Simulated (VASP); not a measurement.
# KBr (Fm-3m) in VASP: a series of runs

One crystal, KBr, is run at these levels: LDA; tasks: single point, relaxation of cell and atoms.

Everything below comes from runs of VASP 6.6.1. Logs are shortened: lines on timing, memory, paths and dates and some standing lists are left out, and cuts for length are marked.

## Step 1: Starting point

Symmetry: Fm-3m, No. 225, cubic system. The conventional cell has a = 6.701 Å, b = 6.701 Å, c = 6.701 Å, α = 90.00°, β = 90.00°, γ = 90.00°. K (site symmetry m-3m) has 6 Br at 3.35 Å as nearest neighbours. Br (site symmetry m-3m) is surrounded by 6 K at 3.35 Å.

## Step 2: Single point, LDA (relaxed again under DFT LDA, scalar-relativistic, plane waves, PAW)

File INCAR:

```
  PREC = Accurate
  ENCUT = 520
  EDIFF = 1E-7
  ISMEAR = 0
  SIGMA = 0.02
  LREAL = F
  LASPH = T
  NELM = 60
  ALGO = Normal
  ISIF = 2
  LWAVE = F
  LCHARG = F
  NBANDS = 15
```

File KPOINTS:

```
regular mesh
0
Gamma
  6 6 6
```

File POSCAR:

```
KBr
1.0
    0.0000000000      3.1863685499      3.1863685499
    3.1863685499      0.0000000000      3.1863685499
    3.1863685499      3.1863685499      0.0000000000
K Br
1 1
Direct
    0.0000000000      0.0000000000      0.0000000000
    0.5000000000      0.5000000000      0.5000000000
```

Potentials or basis: VASP PAW LDA potentials, release 64 (K_sv, Br).

Launch:

```console
> cat potpaw_LDA.64/K_sv/POTCAR potpaw_LDA.64/Br/POTCAR > POTCAR
> mpirun -np 1 vasp_std > vasp.out
```

OUTCAR:

```text
PREC = Accurate
   ENCUT = 520
   EDIFF = 1E-7
   ISMEAR = 0
   LREAL = F
   LASPH = T
   NELM = 60
   ISIF = 2

 ion  position               nearest neighbor table
   1  0.000  0.000  0.000-   2 3.19   2 3.19   2 3.19   2 3.19   2 3.19   2 3.19
   2  0.500  0.500  0.500-   1 3.19   1 3.19   1 3.19   1 3.19   1 3.19   1 3.19

  LATTYP: Found a face centered cubic cell.
 ALAT       =     6.3727370998

  Lattice vectors:

 A1 = (   0.0000000000,   3.1863685499,   3.1863685499)
 A2 = (   3.1863685499,   0.0000000000,   3.1863685499)
 A3 = (   3.1863685499,   3.1863685499,   0.0000000000)

Analysis of symmetry for initial positions (statically):
=====================================================================
 Subroutine PRICEL returns:
 Original cell was already a primitive cell.

 Routine SETGRP: Setting up the symmetry group for a
 face centered cubic supercell.

 Subroutine GETGRP returns: Found 48 space group operations
 (whereof 48 operations were pure point group operations)
 out of a pool of 48 trial point group operations.

The static configuration has the point symmetry O_h .

Analysis of symmetry for dynamics (positions and initial velocities):
=====================================================================
 Subroutine PRICEL returns:
 Original cell was already a primitive cell.

 Routine SETGRP: Setting up the symmetry group for a
 face centered cubic supercell.

 Subroutine GETGRP returns: Found 48 space group operations
 (whereof 48 operations were pure point group operations)
 out of a pool of 48 trial point group operations.

The dynamic configuration has the point symmetry O_h .

 Subroutine INISYM returns: Found 48 space group operations
 (whereof 48 operations are pure point group operations),
 and found     1 'primitive' translations

----------------------------------------------------------------------------------------

                                     Primitive cell

  volume of cell :      64.7020

  direct lattice vectors                    reciprocal lattice vectors
     0.000000000  3.186368550  3.186368550    -0.156918446  0.156918446  0.156918446
     3.186368550  0.000000000  3.186368550     0.156918446 -0.156918446  0.156918446
     3.186368550  3.186368550  0.000000000     0.156918446  0.156918446 -0.156918446

  length of vectors
     4.506205618  4.506205618  4.506205618     0.271790720  0.271790720  0.271790720

  position of ions in fractional coordinates (direct lattice)
     0.000000000  0.000000000  0.000000000
     0.500000000  0.500000000  0.500000000

  ion indices of the primitive-cell ions
   primitive index   ion index
                 1           1
                 2           2

----------------------------------------------------------------------------------------

 KPOINTS: regular mesh

Automatic generation of k-mesh.
 Grid dimensions read from file:
 generate k-points for:    6    6    6

 Generating k-lattice:

  Cartesian coordinates                     Fractional coordinates (reciprocal lattice)
    -0.026153074  0.026153074  0.026153074     0.166666667  0.000000000  0.000000000
     0.026153074 -0.026153074  0.026153074     0.000000000  0.166666667  0.000000000
     0.026153074  0.026153074 -0.026153074     0.000000000  0.000000000  0.166666667

  Length of vectors
     0.045298453  0.045298453  0.045298453

  Shift w.r.t. Gamma in fractional coordinates (k-lattice)
     0.000000000  0.000000000  0.000000000

 Subroutine IBZKPT returns following result:
 ===========================================

 Found     16 irreducible k-points:

 Following reciprocal coordinates:
            Coordinates               Weight
  0.000000  0.000000  0.000000      1.000000
  0.166667  0.000000  0.000000      8.000000
  0.333333  0.000000  0.000000      8.000000
  0.500000  0.000000  0.000000      4.000000
  0.166667  0.166667  0.000000      6.000000
  0.333333  0.166667  0.000000     24.000000
[... 8 lines left out ...]
 -0.333333  0.333333  0.166667     24.000000
 -0.333333  0.500000  0.166667     12.000000
   k-points           NKPTS =     16   k-points in BZ     NKDIM =     16   number of bands    NBANDS=     15
   number of dos      NEDOS =    301   number of ions     NIONS =      2
   total plane-waves  NPLWV =  46656
   dimension x,y,z NGX =    36 NGY =   36 NGZ =   36
   dimension x,y,z NGXF=    72 NGYF=   72 NGZF=   72
   ions per type =               1   1
   NGX,Y,Z   is equivalent  to a cutoff of  13.28, 13.28, 13.28 a.u.
   NGXF,Y,Z  is equivalent  to a cutoff of  26.56, 26.56, 26.56 a.u.
 SYSTEM =  unknown system
   PREC   = accura    normal or accurate (medium, high low for compatibility)
   ISTART =      0    job   : 0-new  1-cont  2-samecut
   ICHARG =      2    charge: 1-file 2-atom 10-const
   ISPIN  =      1    spin polarized calculation?
   LNONCOLLINEAR =      F non collinear calculations
   LSORBIT =      F    spin-orbit coupling
   LASPH  =      T    aspherical Exc in radial PAW
   ENCUT  =  520.0 eV  38.22 Ry    6.18 a.u.   8.38  8.38  8.38*2*pi/ulx,y,z
   NELM   =     60;   NELMIN=  2; NELMDL= -5     # of ELM steps
   EDIFF  = 0.1E-06   stopping-criterion for ELM
   LREAL  =      F    real-space projection
   EDIFFG = 0.1E-05   stopping-criterion for IOM
   NSW    =      0    number of steps for IOM
   IBRION =     -1    ionic relax: 0-MD 1-quasi-New 2-CG
   NFREE  =      0    steps in history (QN), initial steepest desc. (CG)
   ISIF   =      2    stress and relaxation
   ISYM   =      2    0-nonsym 1-usesym 2-fastsym
   POTIM  = 0.5000    time-step for ionic-motion
   TEBEG  =    0.0;   TEEND  =   0.0 temperature during run
   PSTRESS=    0.0 pullay stress
   NELECT =      16.0000    total number of electrons
   NUPDOWN=      -1.0000    fix difference up-down
   EMIN   =  10.00;   EMAX   =-10.00  energy-range for DOS
   EFERMI =   0.00;   METHOD = LEGACY
   ISMEAR =     0;   SIGMA  =   0.02  broadening in eV -4-tet -1-fermi 0-gaus
   EFERMI_NEDOS =   21; number of points for ismear=-14 and -15
   IALGO  =     38    algorithm
   IMIX   =      4    mixing-type and parameters
     AMIX     =   0.40;   BMIX     =  1.00
     AMIX_MAG =   1.60;   BMIX_MAG =  1.00
  volume/ion in A,a.u.               =      32.35       218.32
  Fermi-wavevector in a.u.,A,eV,Ry     =   1.027564  1.941814 14.366221  1.055887
  Thomas-Fermi vector in A             =   2.161515
   LORBIT       =      0    0 simple, 1 ext, 2 COOP (PROOUT), +10 PAW based schemes
   GGA     = CA    functional components
   LHFCALC =     F    Hartree Fock is set to
   AEXX    =    0.0000 exact exchange contribution
   IVDW    =     0    specifies the selected vdW correction
   LEPSILON=     F    determine dielectric tensor
   LRPA    =     F    only Hartree local field effects (RPA)
 non-spin polarized calculation
 Gauss-broadening in eV      SIGMA  =   0.02
  energy-cutoff  :      520.00
  volume of cell :       64.70
 maximum number of plane-waves:      1807
 NGX is ok and might be reduce to    36
   NGX = 17   NGY = 17   NGZ = 17

 number of electron      16.0000000 magnetization

 Free energy of the ion-electron system (eV)
  ---------------------------------------------------
  ext. energy  EPLUGINS =         0.00000000
  ---------------------------------------------------
  free energy    TOTEN  =        -6.83458193 eV

  energy without entropy =       -6.83458193  energy(sigma->0) =       -6.83458193

 E-fermi :  -1.2901     XC(G=0):  -8.3144

 val. band max:       -1.4476987064   @ k =   0.0000   0.0000   0.0000
 cond. band min:       2.8801217900   @ k =   0.0000   0.0000   0.0000
 fundamental gap:      4.3278204964
 Fermi energy:        -1.2900857699

 k-point     1 :       0.0000    0.0000    0.0000
  band No.  band energies     occupation
      1     -28.6590      2.00000
      2     -13.9150      2.00000
      3     -12.3842      2.00000
      4     -12.3842      2.00000
      5     -12.3842      2.00000
      6      -1.4477      2.00000
      7      -1.4477      2.00000
      8      -1.4477      2.00000
      9       2.8801      0.00000
     10       5.8916      0.00000
     11       5.8916      0.00000
     12       5.8916      0.00000
     13       6.8392      0.00000
     14       6.8392      0.00000
     15       9.9950      0.00000

 k-point     2 :       0.1667    0.0000    0.0000
  band No.  band energies     occupation
      1     -28.6563      2.00000
      2     -13.9712      2.00000
      3     -12.3862      2.00000
      4     -12.3862      2.00000
      5     -12.3040      2.00000
      6      -1.9210      2.00000
      7      -1.5702      2.00000
      8      -1.5702      2.00000
      9       3.6291      0.00000
     10       5.7615      0.00000
     11       6.2554      0.00000
     12       6.2554      0.00000
     13       7.2701      0.00000
     14       7.2701      0.00000
     15      11.0489      0.00000

 k-point     3 :       0.3333    0.0000    0.0000
  band No.  band energies     occupation
      1     -28.6507      2.00000
      2     -14.0705      2.00000
      3     -12.3901      2.00000
      4     -12.3901      2.00000
      5     -12.1552      2.00000
      6      -2.6352      2.00000
      7      -1.7957      2.00000
      8      -1.7957      2.00000
      9       4.7003      0.00000
     10       6.2321      0.00000
     11       7.2312      0.00000
     12       7.2312      0.00000
     13       8.3367      0.00000
     14       8.3367      0.00000
     15      10.3829      0.00000
[... 199 lines left out ...]
 k-point    15 :      -0.3333    0.3333    0.1667
  band No.  band energies     occupation
      1     -28.6454      2.00000
      2     -13.9573      2.00000
      3     -12.4665      2.00000
      4     -12.4455      2.00000
      5     -12.2375      2.00000
      6      -2.4771      2.00000
      7      -2.0968      2.00000
      8      -1.9552      2.00000
      9       5.6037      0.00000
     10       5.9804      0.00000
     11       7.2587      0.00000
     12       7.8283      0.00000
     13       8.9763      0.00000
     14       9.3989      0.00000
     15       9.9397      0.00000

 k-point    16 :      -0.3333    0.5000    0.1667
  band No.  band energies     occupation
      1     -28.6446      2.00000
      2     -13.8689      2.00000
      3     -12.5142      2.00000
      4     -12.4675      2.00000
      5     -12.3120      2.00000
      6      -2.2945      2.00000
      7      -2.0545      2.00000
      8      -1.9883      2.00000
      9       4.8186      0.00000
     10       6.5897      0.00000
     11       6.8074      0.00000
     12       7.9495      0.00000
     13       8.6679      0.00000
     14       9.4993      0.00000
     15      10.1443      0.00000

------------------------ aborting loop because EDIFF is reached ----------------------------------------

  FORCE on cell =-STRESS in cart. coord.  units (eV):
  Direction    XX          YY          ZZ          XY          YZ          ZX
  --------------------------------------------------------------------------------------
  -------------------------------------------------------------------------------------
  Total        0.0338678      0.0338678      0.0338678      0.0000000      0.0000000     -0.0000000
  in kB        0.8386485      0.8386485      0.8386485      0.0000000      0.0000000     -0.0000000
  external PRESSURE =       0.8386485 kB  Pullay stress =       0.0000000 kB

 VOLUME and BASIS-vectors are now :
 -----------------------------------------------------------------------------
  energy-cutoff  :      520.00
  volume of cell :       64.70
      direct lattice vectors                 reciprocal lattice vectors
     0.000000000  3.186368550  3.186368550    -0.156918446  0.156918446  0.156918446
     3.186368550  0.000000000  3.186368550     0.156918446 -0.156918446  0.156918446
     3.186368550  3.186368550  0.000000000     0.156918446  0.156918446 -0.156918446

 POSITION                                       TOTAL-FORCE (eV/Angst)
 -----------------------------------------------------------------------------------
      0.00000      0.00000      0.00000        -0.000000     -0.000000     -0.000000
      3.18637      3.18637      3.18637         0.000000      0.000000      0.000000
 -----------------------------------------------------------------------------------
    total drift:                                0.000000      0.000000      0.000000

  FREE ENERGIE OF THE ION-ELECTRON SYSTEM (eV)
  ---------------------------------------------------
  free  energy   TOTEN  =        -6.8345819254 eV

  energy  without entropy=       -6.8345819254  energy(sigma->0) =       -6.83458193
```

It took 14 s on 1 thread of Intel Xeon Platinum 8259CL at 2.50GHz (Skylake/Cascade Lake), shared host; peak memory 0.17 GiB.

What came out:

- Free energy: -6.8346 eV
- Pressure: 0.1 GPa
- Band gap on the k mesh: 4.33 eV, direct

(Continued in part 2 of 2.)
